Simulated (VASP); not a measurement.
# P: single point with PBE+D3(BJ)

P:

```
P
1.0
     2.40299    0.00000    0.00000
     0.00000    2.40299    0.00000
     0.00000    0.00000    2.40299
P
1
Direct
  0.00000 0.00000 0.00000
```

The cell was built by a generator and needn't be a form met in nature.

| Item | Value |
| --- | --- |
| Program | VASP 6.6.1 |
| Task | single point |
| Functional | PBE |
| Dispersion | D3(BJ) |
| Potentials or basis | VASP PAW PBE potentials, release 64 (P) |
| Cutoff | 520 eV |
| k mesh | 8 × 8 × 8 |
| Occupations | gaussian, width 0.05 eV |
| Spin | no spin polarisation |
| Dipole correction | no |
| Further INCAR settings | ALGO = Fast; EDIFF = 1e-06; NBANDS = 8 |

* Pressure: 0.5 GPa
* Band gap on the k mesh: none (metal or under the smearing width)
* Dispersion energy per atom: -0.509 eV

Levels at points of the mesh, in eV from the Fermi level:
| k point | band 1 | band 2 | band 3 | band 4 | band 5 | band 6 | band 7 |
| --- | --- | --- | --- | --- | --- | --- | --- |
| (0.00, 0.00, 0.00) | -16.89 | 5.40 | 5.40 | 5.40 | 6.85 | 6.85 | 14.98 |
| (0.50, 0.00, 0.00) | -12.32 | -8.98 | 8.43 | 8.43 | 9.51 | 14.68 | 14.68 |
| (0.50, 0.50, 0.00) | -7.32 | -5.40 | -5.40 | 0.81 | 11.25 | 17.32 | 17.32 |
| (0.50, 0.50, 0.50) | -2.13 | -2.13 | -2.13 | -0.98 | 4.63 | 4.63 | 4.63 |

It took 2.5 s on 1 thread of AMD EPYC 7R13 Processor (Zen 3), with other jobs on the host, peak memory 0.09 GiB.

Caveat: pairwise dispersion overbinds metals, which lowers pressure and volume.
